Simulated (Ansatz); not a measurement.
HfS2 (CdI2 type), relaxed with r2SCAN+rVV10. Space group P-3m1 (No. 164), trigonal; conventional cell a = 3.630 Å, c = 5.878 Å, 22.36 Å³ an atom. Around Hf lie 6 S at 2.54 Å; around S lie 3 Hf at 2.54 Å.

```
CELL_PARAMETERS angstrom
3.63029 0.00000 0.00000
-1.81515 3.14393 0.00000
0.00000 0.00000 5.87835
ATOMIC_POSITIONS crystal
Hf 0.00000 0.00000 0.00000
S 0.33333 0.66667 0.24463
S 0.66667 0.33333 0.75537
```

3 runs of Ansatz on this cell differ in the functional (and in the settings that go with it). Levels are in eV from each run's valence top; v1 is the last filled band, c1 the first empty one.

Run A, mean stress +1.0 GPa (compression positive):
```
point     v2     v1    c1    c2
    Γ  -0.15  -0.02  2.24  2.24
    M  -2.07  -1.46  1.49  4.36
    K  -2.26  -1.78  2.87  4.02
```

Run B, mean stress -4.0 GPa (compression positive):
```
point     v2     v1    c1    c2
    Γ  -0.12  -0.02  1.75  1.75
    M  -2.04  -1.39  1.02  3.80
    K  -2.23  -1.71  2.33  3.50
```

Run C, mean stress +2.1 GPa (compression positive):
```
point     v2     v1    c1    c2
    Γ  -0.13  -0.02  1.92  1.92
    M  -2.00  -1.39  1.17  3.98
    K  -2.20  -1.70  2.52  3.65
```

Task: Match the runs to LDA, PBE, r2SCAN.

Result: A is r2SCAN, B is LDA, C is PBE. In order of the gap: LDA 0.87, PBE 1.03, r2SCAN 1.34 eV.

Calculated for a static, non-magnetic cell.

No spin-orbit coupling is included; it can move band edges with weight on the heavy atoms by tenths of an eV.
